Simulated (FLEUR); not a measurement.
# Pb (Fm-3m) in FLEUR: notebook

Runs on Pb. Level: PBE. Tasks: single point.

Program: FLEUR MaX-R8.1 (later development tree). These are calculated values, not measurements. Logs are shortened: lines on timing, memory, paths and dates and some standing lists are left out, and cuts for length are marked.

## 1. The crystal as given

Symmetry: Fm-3m, No. 225, cubic system. The conventional cell has a = 4.950 Å, b = 4.950 Å, c = 4.950 Å, α = 90.00°, β = 90.00°, γ = 90.00°. Around Pb (site symmetry m-3m) lie 12 Pb at 3.50 Å.

## 2. Single point, PBE

inp.xml

```xml
<?xml version="1.0" encoding="UTF-8" standalone="no"?>
<fleurInput fleurInputVersion="0.39">
   <comment>
      Pb                                                                                                  
   </comment>
   <calculationSetup>
      <cutoffs Kmax="4.1" Gmax="12.7" GmaxXC="12.7" numbands="0"/>
      <scfLoop itmax="60" minDistance="0.00001" maxIterBroyd="15" imix="Anderson" alpha="0.05" precondParam="0.0" spinf="2.0" sdNocoIR="T"/>
      <coreElectrons ctail="T" frcor="F" kcrel="0" coretail_lmax="0"/>
      <xcFunctional name="pbe" relativisticCorrections="F"/>
      <magnetism jspins="1"/>
      <soc l_soc="F" theta="0.0" phi="0.0" spav="F"/>
      <expertModes spex="0" secvar="F"/>
      <geometryOptimization l_f="T" forcealpha="1.0" forcemix="BFGS" epsdisp="0.0005" epsforce="0.0002"/>
      <ldaU l_linMix="F" mixParam="0.05" spinf="1.0"/>
   </calculationSetup>
   <cell>
      <bzIntegration valenceElectrons="20.0" mode="hist" fermiSmearingEnergy="0.00183747">
         <kPointListSelection listName="default-1"/>
         <!-- k-points included here -->
         <xi:include xmlns:xi="http://www.w3.org/2001/XInclude" href="kpts.xml"> </xi:include>
      </bzIntegration>
      <!-- symmetry operations included here -->
      <xi:include xmlns:xi="http://www.w3.org/2001/XInclude" href="sym.xml"> </xi:include>
      <bulkLattice scale="1.0">
         <bravaisMatrix>
            <row-1>    0.0000000000000000     4.6771099529074922     4.6771099529074922</row-1>
            <row-2>    4.6771099529074922     0.0000000000000000     4.6771099529074922</row-2>
            <row-3>    4.6771099529074922     4.6771099529074922     0.0000000000000000</row-3>
         </bravaisMatrix>
      </bulkLattice>
   </cell>
   <atomSpecies>
      <species name="Lead (Pb)" element="Pb" atomicNumber="82">
         <mtSphere radius="2.66" gridPoints="879" logIncrement="0.015"/>
         <atomicCutoffs lmax="11" lnonsphr="8"/>
         <electronConfig flipSpins="F">
            <coreConfig>(1s1/2) (2s1/2) (2p1/2) (2p3/2) (3s1/2) (3p1/2) (3p3/2) (4s1/2) (3d3/2) (3d5/2) (4p1/2) (4p3/2) (4d3/2) (4d5/2) (4f5/2) (4f7/2) (5s1/2)</coreConfig>
            <valenceConfig>(5p1/2) (5p3/2) (6s1/2) (5d3/2) (5d5/2) (6p1/2) (6p3/2)</valenceConfig>
            <stateOccupation state="(6p1/2)" spinUp="0.333333" spinDown="0.333333"/>
            <stateOccupation state="(6p3/2)" spinUp="0.666667" spinDown="0.666667"/>
         </electronConfig>
         <energyParameters s="6" p="6" d="5" f="5"/>
         <lo type="SCLO" l="1" n="5" eDeriv="0"/>
         <lo type="SCLO" l="1" n="5" eDeriv="1"/>
         <lo type="SCLO" l="0" n="6" eDeriv="2"/>
         <lo type="SCLO" l="2" n="5" eDeriv="2"/>
         <lo type="SCLO" l="3" n="5" eDeriv="2"/>
      </species>
   </atomSpecies>
   <atomGroups>
      <atomGroup species="Lead (Pb)">
         <relPos label="                   1">.0000000000 .0000000000 .0000000000</relPos>
         <force calculate="T" relaxXYZ="TTT"/>
      </atomGroup>
   </atomGroups>
   <output dos="F" band="F" slice="F">
      <checks vchk="F" cdinf="F"/>
      <bandDOS minEnergy="-.5*Htr" maxEnergy="0.5*Htr" sigma="0.015" storeEVData="T"/>
      <vacuumDOS vacdos="F" integ="F" star="F" nstars="0" locx1="0.0" locy1="0.0" locx2="0.0" locy2="0.0" nstm="0" tworkf="0.0"/>
      <unfoldingBand unfoldBand="F" supercellX="1" supercellY="1" supercellZ="1"/>
      <plotting iplot="0" polar="F">
         <plot TwoD="T" vec1="  1.0  0.0  0.0" vec2="  0.0  1.0  0.0" vec3="  0.0  0.0  1.0" zero="  0.0  0.0  0.0" file="plot"/>
      </plotting>
      <chargeDensitySlicing numkpt="0" minEigenval="0.0" maxEigenval="0.0" nnne="0" pallst="F"/>
      <specialOutput eonly="F"/>
      <moessbauerParams electricFieldGradient="T" isomerShift="T" coreHyperfine="T" valenceHyperfine="T"/>
      <magneticCircularDichroism mcd="F" energyLo="-10.0" energyUp="0.0"/>
   </output>
  <!-- We include the file relax.xml here to enable relaxations (see documentation) -->
  <xi:include xmlns:xi="http://www.w3.org/2001/XInclude" href="relax.xml"> <xi:fallback/> </xi:include>
</fleurInput>
```

crystal.txt

```
Pb
&input cartesian=F /
0.0000000000  2.4750200000  2.4750200000
2.4750200000  0.0000000000  2.4750200000
2.4750200000  2.4750200000  0.0000000000
1.8897261246
1.0 1.0 1.0

1
82 0.0000000000  0.0000000000  0.0000000000

&kpt div1=9 div2=9 div3=9 gamma=T /
```

Potentials or basis: all-electron, FLAPW.

Started as:

```bash
> inpgen -f crystal.txt -profile fastHighL
> # inp.xml edited to the form shown
> fleur_MPI
```

Output:

```text
Welcome to FLEUR        (www.flapw.de)
      MaX-Release 8.1          (www.max-centre.eu)

 ========== k-point set info ==========
 Selected k-point list: default-1
 k-point list type: mesh
 9 x 9 x 9
 Number of k points: 35

 ------------Calculation Setup---------------------------
 Number of MPI-tasks      :            1
 Number of PE/node        :            1
 Number of OMP-threads    :            1
 Most efficient MPI parallelization for:
           1           5           7          35
 Additional eigenvalue parallelization possible
 Number of basis functions:          294
 Approximate size of matrices (H+S) per k-point:         0.001 GB
 --------------------------------------------------------
 Iteration:     1   Distance:      10.83697253 me/bohr^3
 Iteration:     2   Distance:      10.19944064 me/bohr^3
 Iteration:     3   Distance:       3.18348458 me/bohr^3
 Iteration:     4   Distance:       0.22538272 me/bohr^3
 Iteration:     5   Distance:       0.22449844 me/bohr^3
 Iteration:     6   Distance:       0.04599033 me/bohr^3
 Iteration:     7   Distance:       0.00251021 me/bohr^3
 Iteration:     8   Distance:       0.00238942 me/bohr^3
 Iteration:     9   Distance:       0.00025555 me/bohr^3
 Iteration:    10   Distance:       0.00007888 me/bohr^3
 Iteration:    11   Distance:       0.00000966 me/bohr^3

 ********************************************************************
 Run finished successfully
 Stop message:
   Structural relaxation: Done
 ********************************************************************
```

out.xml (last iteration):

```text
<iteration numberForCurrentRun="   12" overallNumber="   12">
         <energyParameters units="Htr">
            <atomicEP atomType="1" spin="1" branch="6s" branchLowest="-4.84" branchHighest="0.60" value="-0.0288579814"/>
            <atomicEP atomType="1" spin="1" branch="6p" branchLowest="-2.69" branchHighest="1.44" value="0.2510701462"/>
            <atomicEP atomType="1" spin="1" branch="5d" branchLowest="-14.29" branchHighest="-0.26" value="-0.2930193633"/>
            <atomicEP atomType="1" spin="1" branch="5f" branchLowest="-4.43" branchHighest="1.90" value="0.5895223340"/>
            <loAtomicEP atomType="1" spin="1" branch="5p" branchLowest="-23.22" branchHighest="-2.69" value="-2.7617326444"/>
            <loAtomicEP atomType="1" spin="1" branch="5p" branchLowest="-23.22" branchHighest="-2.69" value="-2.7617326444"/>
            <loAtomicEP atomType="1" spin="1" branch="6s" branchLowest="-4.84" branchHighest="0.60" value="-0.0288579814"/>
            <loAtomicEP atomType="1" spin="1" branch="5d" branchLowest="-14.29" branchHighest="-0.26" value="-0.3245340132"/>
            <loAtomicEP atomType="1" spin="1" branch="5f" branchLowest="-4.43" branchHighest="1.90" value="0.5895095256"/>
         </energyParameters>
         <eigenvalues>
            <eigenvaluesAt spin="1" ikpt="1" k_x="0.00000000" k_y="0.00000000" k_z="0.00000000">
                      -2.6967288763       -2.6967288763       -2.6967288763       -0.3322091556       -0.3322091556
                      -0.3322091556       -0.3270450720       -0.3270450720       -0.1366065324        0.5683382879
                       0.5683382879        0.5683382879        0.6536071870        0.7123839073        0.7550949878
                       0.7550949878
            </eigenvaluesAt>
            <eigenvaluesAt spin="1" ikpt="2" k_x="0.00000000" k_y="0.00000000" k_z="0.11111111">
                      -2.6967423387       -2.6967311492       -2.6967311492       -0.3322284203       -0.3316015920
                      -0.3316015920       -0.3270458163       -0.3270458163       -0.1278594509        0.4811753648
                       0.5579629172        0.5579629172        0.6394942817        0.7480773075        0.7736234452
                       0.7736234452
            </eigenvaluesAt>
            <eigenvaluesAt spin="1" ikpt="3" k_x="0.00000000" k_y="0.00000000" k_z="0.22222222">
                      -2.6967772038       -2.6967375200       -2.6967375200       -0.3324180845       -0.3308842118
                      -0.3308842118       -0.3262142350       -0.3262142350       -0.1016872230        0.3536705438
                       0.5359095965        0.5359095965        0.6270737364        0.7308094094        0.7592560319
                       0.7592560319
            </eigenvaluesAt>
            <eigenvaluesAt spin="1" ikpt="4" k_x="0.00000000" k_y="0.00000000" k_z="0.33333333">
                      -2.6968166213       -2.6967445582       -2.6967445582       -0.3328362944       -0.3312335391
                      -0.3312335391       -0.3240454316       -0.3240454316       -0.0596997401        0.2390952214
                       0.5148265006        0.5148265006        0.6236545855        0.6833547802        0.7264768269
                       0.7264768269
            </eigenvaluesAt>
         </eigenvalues>
         <bandgap value="0.1131868387" units="eV"/>
         <sumValenceSingleParticleEnergies value="-19.0375353755" units="Htr"/>
         <FermiEnergy value="0.2902472163" units="Htr"/>
         <valenceDensity>
            <mtCharges spin="1">
               <mtCharge atomType="1" total="18.0195001" s="1.4164106" p="6.7687402" d="9.8249967" f="0.0083876"/>
            </mtCharges>
            <spinDependentCharge spin="1" total="20.0000000" interstitial="1.9804999" mtSpheres="18.0195001"/>
            <totalCharge value="20.0000000000"/>
         </valenceDensity>
         <coreStates atomType="     1" atomicNumber=" 82" spin="1" kinEnergy="  24108.4569334827" eigValSum=" -12921.1632236577" lostElectrons=" 0.000046">
            <state n="1" l="0" j="0.5" energy="-3232.8724203688" weight="1.0000000000"/>
            <state n="2" l="0" j="0.5" energy="-577.3685660757" weight="1.0000000000"/>
            <state n="2" l="1" j="0.5" energy="-554.3671543946" weight="1.0000000000"/>
            <state n="2" l="1" j="1.5" energy="-473.8847585759" weight="2.0000000000"/>
            <state n="3" l="0" j="0.5" energy="-138.2509913175" weight="1.0000000000"/>
            <state n="3" l="1" j="0.5" energy="-127.8890629818" weight="1.0000000000"/>
[... 9 lines left out ...]
            <state n="4" l="3" j="3.5" energy="-4.3517961912" weight="4.0000000000"/>
            <state n="5" l="0" j="0.5" energy="-4.8387745428" weight="1.0000000000"/>
         </coreStates>
         <allElectronCharges>
            <spinDependentCharge spin="1" total="82.0000000" interstitial="1.9805456" mtSpheres="80.0194544"/>
            <totalCharge value="82.0000000012"/>
         </allElectronCharges>
         <moessbauerParams unitsHFF="kG" unitsIS="e/bohr^3" unitsEFG="Htr/bohr^2">
            <coreIsomerShift atomType="1" isTotal="2990759.27461">
               <shell n="1" l="0" isomerShift="2456519.36261"/>
               <shell n="2" l="0" isomerShift="379129.76963"/>
               <shell n="2" l="1" isomerShift="30103.45878"/>
               <shell n="3" l="0" isomerShift="87671.87447"/>
               <shell n="3" l="1" isomerShift="7816.61058"/>
               <shell n="4" l="0" isomerShift="22673.62990"/>
               <shell n="3" l="2" isomerShift="0.00328"/>
               <shell n="4" l="1" isomerShift="1997.28343"/>
               <shell n="4" l="2" isomerShift="0.00091"/>
               <shell n="4" l="3" isomerShift="0.00000"/>
               <shell n="5" l="0" isomerShift="4847.28102"/>
            </coreIsomerShift>
            <isomerShift atomType="1" nucleusRadius="0.0001398" averageDensity="2991315.77746"/>
            <electricFieldGradient atomType="1" VXX="0.00000" VYY="0.00000" VZZ="0.00000" asymParam="0.00000">
            </electricFieldGradient>
         </moessbauerParams>
         <totalEnergy                                    value="   -20928.2763868196" units="Htr">
            <sumOfEigenvalues                            value="   -12940.2007590331">
               <coreElectrons value="-12921.1632236577"/>
               <valenceElectrons value="-19.0375353755"/>
            </sumOfEigenvalues>
            <densityCoulombPotentialIntegral value="-36795.7026985323"/>
            <densityEffectivePotentialIntegral value="-37306.5661045993"/>
            <chargeDenXCDenIntegral value="-390.3128621661"/>
            <FockExchangeEnergyValence value="0.0000000000"/>
            <FockExchangeEnergyCore value="0.0000000000"/>
            <atomTypeDependentContributions atomType="1">
               <electronNucleiInteractionDifferentMTs value="26465.7653634016"/>
               <MadelungTerm value="-40.7121575520"/>
            </atomTypeDependentContributions>
            <tkbTimesEntropy value="0.0001139155"/>
            <freeEnergy value="-20928.2765007352"/>
            <extrapolationTo0K value="-20928.2764437774"/>
         </totalEnergy>
         <totalForcesOnRepresentativeAtoms units="Htr/bohr">
            <forceTotal atomType="1" x="0.000000" y="0.000000" z="0.000000" F_x="0.00000000" F_y="0.00000000" F_z="0.00000000"/>
         </totalForcesOnRepresentativeAtoms>
      </iteration>
```

It took 17 s on 1 thread of Arm Neoverse V2, shared host; peak memory 0.07 GiB.

What came out:

* Free energy: -569487.4153 eV
* Band gap on the k mesh: none (metal or under the smearing width)
* Valence electrons inside the program's atomic spheres: Pb 18.02 (radii Pb 2.66 bohr)

Core levels (eV from the Fermi level):
```csv
atom,levels
1 Pb,"1s1/2 -87978.8, 2s1/2 -15718.9, 2p1/2 -15093.0, 2p3/2 -12903.0, 3s1/2 -3769.9, 3p1/2 -3487.9, 3p3/2 -2999.3, 4s1/2 -850.5, 3d3/2 -2536.8, 3d5/2 -2432.8, 4p1/2 -728.5, 4p3/2 -608.9, 4d3/2 -410.5, 4d5/2 -388.2, 4f5/2 -131.4, 4f7/2 -126.3, 5s1/2 -139.6"
```

Spin-orbit coupling is left out, which matters for the levels of Pb.

(Part 1 of 2 ends here.)
